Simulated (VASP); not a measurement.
Here is a VASP 6.6.1 calculation.

File INCAR:

```
SYSTEM = C
ALGO = Fast ; EDIFF = 1E-6
ENCUT = 520 ; GGA = PE
ISIF = 2 ; ISMEAR = -1
LASPH = .True. ; LCHARG = .False.
LREAL = .False. ; LWAVE = .False.
NBANDS = 11 ; NELM = 100
PREC = Accurate ; SIGMA = 0.05
```

File KPOINTS:

```
k-points
0
Gamma
  16 16 10
  0 0 0
```

File POSCAR:

```
C
1.0
    2.1273203072     -1.2282824400      0.0000000000
    2.1273203072      1.2282824400      0.0000000000
   -1.3790696309      0.0000000000      3.5028300786
C
2
Direct
    0.1666444700      0.1666444700      0.9999069600
    0.8333555300      0.8333555300      0.0000930400
```

Potentials or basis: VASP PAW PBE potentials, release 64 (C).

The run is started by

```console
$ cat potpaw_PBE.64/C/POTCAR > POTCAR
$ mpirun -np 1 vasp_std > vasp.out
```

Task: Predict the pressure.

Result: 4.2 GPa.

Task: Estimate the largest force.

Result: 0.004 eV/Å.

Stress tensor (GPa, compression positive):
```
 5.36  0.00 -0.03
 0.00  5.29  0.00
-0.03  0.00  2.10
```

Caveat: this functional lacks dispersion, which binds the layers, so the pressure and a relaxed spacing across them are unreliable.
